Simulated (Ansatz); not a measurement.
input.yaml (Ansatz)

```yaml
crystal:
  lattice:
    - [0.0, 1.9327840105, 1.9327840105]
    - [1.9327840105, 0.0, 1.9327840105]
    - [1.9327840105, 1.9327840105, 0.0]
  atoms:
    - { symbol: Si, position: [0.0, 0.0, 0.0] }
hamiltonian:
  xc: pbe
  pseudopotentials:
    kind: paw
    azcp:
      Si: "pseudopotentials/Si.paw.azcp"
basis:
  ecutwfc: 420
  fft_grid_basis: typed
kpoints:
  mp_grid: { grid: [16, 16, 16], shift: [0, 0, 0] }
magnetization:
  spin_polarized: false
scf:
  occupations: { method: fermi_dirac, width: 0.1 }
  lower_state_search: "off"
output:
  stress: true
```

and its output:

```
Engine: ansatz 0.2.0, x86_64-unknown-linux-gnu
Pseudopotentials: kind: paw
Pseudopotential: Si, paw, valence charge 4, recommended cutoff 420 eV (normal) 
Functional definition: PBE
  parameter kappa = 0.804
  parameter beta = 0.06672455060314922
  exchange = pbe_x(kappa = kappa, mu = beta*pi^2/3)
  correlation = pbe_c(beta = beta)
Crystal: 1 atoms, lattice volume = 14.440 Å³
Basis set: ecut = 420 eV, 283 PW (Γ)
Bands: 6, of which v1, the nominal top of the filled ones, is band 2 counted from 1 (1 counted from 0)
Symmetry: 48 space group operations
Space group: Fm-3m (ITA 225), of the structure as read, at distance tolerance 2.4e-5 Å
k-points: 145 of 4096
Non-local potential: Si, projectors of the file, l = 0: 2, l = 1: 2, l = 2: 2
PAW form: soft (Blöchl's): semilocal exchange-correlation on the pseudo side does not see the compensation charge
PAW one-centre angular grid: Si, 110 points (default); XC on 64 Gauss nodes
Initial density: superposition of atomic densities (neutral atoms: chi_scale 0, normalization atom), corrected by the library's trained network
Initial wavefunctions: pseudopotential atomic-orbital guess
Functional: x = pbe(κ = 0.804, μ = 0.2195149727645171), c = pbe(β = 0.06672455060314922)
SCF iter   1: F=—  HF=-635.281491 eV  |F-HF|=—  |Δ(HF+E_count)|=         —  Δρ=1.44e-3  dr2=1.61e-4  ethr=1.77e-3  ⟨swp⟩=5.0  Hψ=8100  notcnv=0
SCF iter   2: F=—  HF=-635.281558 eV  |F-HF|=—  |Δ(HF+E_count)|=   6.69e-5  Δρ=7.25e-4  dr2=3.98e-5  ethr=4.03e-6  ⟨swp⟩=1.9  Hψ=2164  notcnv=0
SCF iter   3: F=—  HF=-635.281585 eV  |F-HF|=—  |Δ(HF+E_count)|=   2.78e-5  Δρ=6.44e-5  dr2=6.37e-7  ethr=9.95e-7  ⟨swp⟩=2.0  Hψ=1126  notcnv=0
iter 4 did not close the SCF: its close was put off for the readings that it lacked (scf_convergence_deferred on its scf_iter line)
SCF iter   4: F=-635.281585 eV  HF=-635.281585 eV  |F-HF|=3.87e-8  |Δ(HF+E_count)|=   2.52e-7  Δρ=2.67e-5  dr2=9.55e-8  ethr=1.59e-8  ⟨swp⟩=1.0  Hψ=846  notcnv=0
iter 5 did not close the SCF: its close was put off for the readings that it lacked (scf_convergence_deferred on its scf_iter line)
SCF iter   5: F=-635.281585 eV  HF=-635.281585 eV  |F-HF|=8.71e-10  |Δ(HF+E_count)|=   2.97e-8  Δρ=3.80e-6  dr2=2.15e-9  ethr=2.39e-9  ⟨swp⟩=2.0  Hψ=1131  notcnv=0
SCF iter   6: F=-635.281585 eV  HF=-635.281585 eV  |F-HF|=6.22e-11  |Δ(HF+E_count)|=  5.60e-10  Δρ=1.00e-6  dr2=1.49e-10  ethr=5.37e-11  ⟨swp⟩=1.3  Hψ=2182  notcnv=0
SCF 1 converged in 6 iterations: F = -635.281585 eV  dr2 = 1.49e-10
SCF converged after 6 iterations
Free energy (F): -635.281585 eV
Harris-Foulkes:  -635.281585 eV  (|F-HF|=6.22e-11)
Internal energy: -635.265875 eV  (E = F + TS)
E sigma→0 (E₀):  -635.273730 eV
Entropy (-TS):   -0.015710 eV (-15.710 meV/atom)
Fermi energy:    10.788569 eV
--- Per-component energies (eV) ---
  E_band       = 20.202570
  E_kinetic    = 41.035116
  E_local      = 2.730979  (includes V_loc(G=0)·N_el)
  E_nonlocal   = 25.353751
  E_hartree    = 0.416326
  E_xc         = -56.082905
  E_vxc        = -47.908138  (∫ρ·V_xc dr)
  E_paw        = -512.086420  (= ΣΔE_a)
  E_vpaw       = -1.841809  (= ΣTr[D̂ρ^β])
  E_aug_tail   = 0.000008  (compensation charges beyond the density's cutoff)
  E_ewald      = -136.632729
  E_smearing   = -0.015710  (= −TS)
  E_closure    = 0.000000  (closes the sum)
  Σ components = -635.281585   (vs F -635.281585, Δ=0.00e0)
--- Stress (GPa, compression-positive) ---
        0.217177       0.000000       0.000000
        0.000000       0.217177       0.000000
        0.000000      -0.000000       0.217177
  P = ⅓ Tr σ = 0.2172 GPa (2.172 kbar)
```

Launched by

```sh
ansatz run input.yaml --threads 1 --pin off --max-ram 3584MiB --backend cpu --events-out ev --progress --plain --runs-dir out
```

On 1 thread of Intel(R) Xeon(R) Platinum 8259CL CPU @ 2.50GHz (Skylake/Cascade Lake) (shared host) this took about 1.2 s of wall time and 1.2 s of CPU time.
